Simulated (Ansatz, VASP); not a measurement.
# Two plane-wave programs on TePb

Contents of POSCAR:

```
TePb
1.0
    0.0000000000      3.2348446431      3.2348446431
    3.2348446431      0.0000000000      3.2348446431
    3.2348446431      3.2348446431      0.0000000000
Te Pb
1 1
Direct
    0.5000000000      0.5000000000      0.5000000000
    0.0000000000      0.0000000000      0.0000000000
```

File INCAR.step1:

```
SYSTEM = TePb
ALGO = Normal
EDIFF = 1E-4
ENCUT = 520
GGA = PE
ISMEAR = 0
LASPH = .True.
LCHARG = .False.
LREAL = .False.
LWAVE = .True.
NBANDS = 17
NELM = 60
PREC = Accurate
SIGMA = 0.01
```

File INCAR.step2:

```
SYSTEM = TePb
ALGO = Normal
EDIFF = 1E-6
ENCUT = 520
ISIF = 2
ISMEAR = 0
ISTART = 1
LASPH = .True.
LCHARG = .False.
LMIXTAU = .True.
LREAL = .False.
LWAVE = .False.
METAGGA = R2SCAN
NBANDS = 17
NELM = 60
PREC = Accurate
SIGMA = 0.01
```

The input KPOINTS:

```
k-points
0
Gamma
  6 6 6
  0 0 0
```

Input for Ansatz:

```yaml
crystal:
  lattice:
    - [0.0, 3.2348446431, 3.2348446431]
    - [3.2348446431, 0.0, 3.2348446431]
    - [3.2348446431, 3.2348446431, 0.0]
  atoms:
    - { symbol: Te, position: [0.5, 0.5, 0.5] }
    - { symbol: Pb, position: [0.0, 0.0, 0.0] }
kpoints:
  mp_grid: { grid: [6, 6, 6] }
hamiltonian:
  xc: r2scan
scf:
  occupations: { method: fixed }
  n_extra_bands: 4
output:
  forces: true
  stress: true
  eigenvalues: true
```

Alike in both runs: task single point; functional r2SCAN; k mesh 6 × 6 × 6; no spin polarisation.

|  | VASP | Ansatz |
| --- | --- | --- |
| version | VASP 6.6.1 | Ansatz 0.2.0 |
| potentials or method | VASP PAW PBE potentials, release 64 (Te, Pb_d) | plane waves, PAW |
| plane-wave cutoff (eV) | 520 | 500 |
| occupations | gaussian, width 0.01 eV | fixed |
| valence electrons in the cell | 20 | 30 |

```csv
,VASP,Ansatz,Ansatz less VASP
gap on the k mesh at the Fermi level (eV),1.03,1.02,-0.004
pressure (GPa),1.4,1.4,+0.01
```

The two sets of potentials don't hold the same shells in valence.

Caveats: the PAW data sets were made with another functional, which shifts forces and pressure a little (VASP); spin-orbit coupling is left out, which as a rule narrows the gap of such compounds by several tenths of an eV. A k mesh can miss the band edges.
